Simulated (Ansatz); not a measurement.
Crystal: TiAl.

```xyz
2
Lattice="2.8673 0.0000 0.0000 -1.4336 2.4831 0.0000 0.0000 0.0000 4.6781" Properties=species:S:1:pos:R:3 pbc="T T T"
Ti    0.0000    0.0000    0.0000
Al    0.0000    1.6554    2.3390
```

The cell comes from a database or a generator and needn't be the stable form of this composition.

| Property | Result |
| --- | --- |
| Program | Ansatz 0.2.0 |
| Task | relaxation of cell and atoms |
| Functional | PBEsol |
| Potentials or basis | Ansatz PAW |
| Cutoff | 420 eV (not typed: the program's choice for these potentials) |
| k mesh | 11 × 11 × 6 |
| Occupations | fermi-dirac, width 0.05 eV |
| Spin | no spin polarisation |

At the start: volume 16.65 Å³/atom.

Question: Where does the relaxation end?

Answer: It ends after 5 steps and the volume is 16.23 Å³/atom (-2.5 %); space group P-6m2 (No. 187, to 0.05 Å).

The path:
```
step  energy change (eV)  largest force (eV/Å)  volume (Å³)
   1              0.0000                0.0000        33.31
   2             -0.0036                0.0000        31.81
   3             -0.0088                0.0000        32.49
   4             -0.0088                0.0000        32.47
   5             -0.0087                0.0000        32.47
```

Final structure:
```
Ti Al
1.0
     2.85085    0.00000    0.00000
    -1.42542    2.46891    0.00000
     0.00000    0.00000    4.61253
Ti Al
1 1
Direct
  0.00000 0.00000 0.00000
  0.33333 0.66667 0.50000
```

Caveat: the plane-wave basis is chosen anew once the cell has moved, so the energies of steps on either side of that aren't comparable; the PAW data sets come from PBE, with cores solved anew for the run's functional, which leaves a small shift of forces and pressure.
